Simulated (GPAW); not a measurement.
AlN:

```
Al N
1.0
     0.00000    2.18399    2.18399
     2.18399    0.00000    2.18399
     2.18399    2.18399    0.00000
Al N
1 1
Direct
  0.00000 0.00000 0.00000
  0.25000 0.25000 0.25000
```

Measurements of this composition are mostly on another form, of space group No. 186.

- Program: GPAW 26.7.0
- Task: single point
- Functional: PBE
- Potentials or basis: GPAW PAW data sets (gpaw-data 1.2.1)
- Cutoff: 800 eV
- Basis: pw
- k mesh: 10 × 10 × 10
- Occupations: fermi-dirac, width 0.05 eV
- Spin: no spin polarisation

On this cell: pressure 5.8 GPa; largest force zero by symmetry; band gap on the k mesh 3.31 eV, indirect (least direct gap 4.20 eV).

The same run follows on a disturbed copy (atoms moved at random, drawn with an rms of 0.05 Å):

```
CELL_PARAMETERS angstrom
0.00000 2.18399 2.18399
2.18399 0.00000 2.18399
2.18399 2.18399 0.00000
ATOMIC_POSITIONS crystal
Al 0.00035 0.99402 0.01127
N 0.24779 0.25620 0.24190
```

Question: What does the disturbed cell give?

Answer: The energy moves by +10.8 meV/atom; pressure 6.1 GPa; largest force 0.774 eV/Å; band gap on the k mesh 3.15 eV, indirect (least direct gap 4.04 eV).

Forces on the atoms (eV/Å):
```
Al  -0.176 -0.702  0.273
N    0.176  0.702 -0.273
```

Stress tensor (GPa, compression positive):
```
 6.29 -1.39  3.57
-1.39  5.87  0.91
 3.57  0.91  6.25
```

A k mesh can miss the band edges.
